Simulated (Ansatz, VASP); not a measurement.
CdSe in VASP and in Ansatz

```
CELL_PARAMETERS angstrom
0.00000 3.28186 3.28186
3.28186 0.00000 3.28186
3.03331 3.03331 0.24855
ATOMIC_POSITIONS crystal
Cd 0.00000 0.00000 0.00000
Se 0.75000 0.75000 0.75000
```

Alike in both runs: task single point; functional PBE; k mesh 10 × 10 × 10; occupations gaussian, width 0.05 eV; no spin polarisation.

```csv
,VASP,Ansatz
version,VASP 6.6.1,Ansatz 0.2.0
potentials or method,"VASP PAW PBE potentials, release 64 (Cd, Se)","scalar-relativistic, plane waves, PAW"
plane-wave cutoff (eV),520,420
valence electrons in the cell,18,36
```

VASP gave:

- gap on the k mesh at the Fermi level (eV): 0.54
- least direct gap on the mesh (eV): 0.61
- pressure (GPa): -0.8
- largest component of the traceless stress (GPa): 3.14
- rms of the force components (eV/Å): 0.511

Estimate Ansatz's values.

gap on the k mesh at the Fermi level (eV): 0.55; least direct gap on the mesh (eV): 0.61; pressure (GPa): -1.0; largest component of the traceless stress (GPa): 3.06; rms of the force components (eV/Å): 0.490.

Atom by atom the forces differ by 0.021 eV/Å (rms over components). The two sets of potentials don't hold the same shells in valence.

A k mesh can miss the band edges.
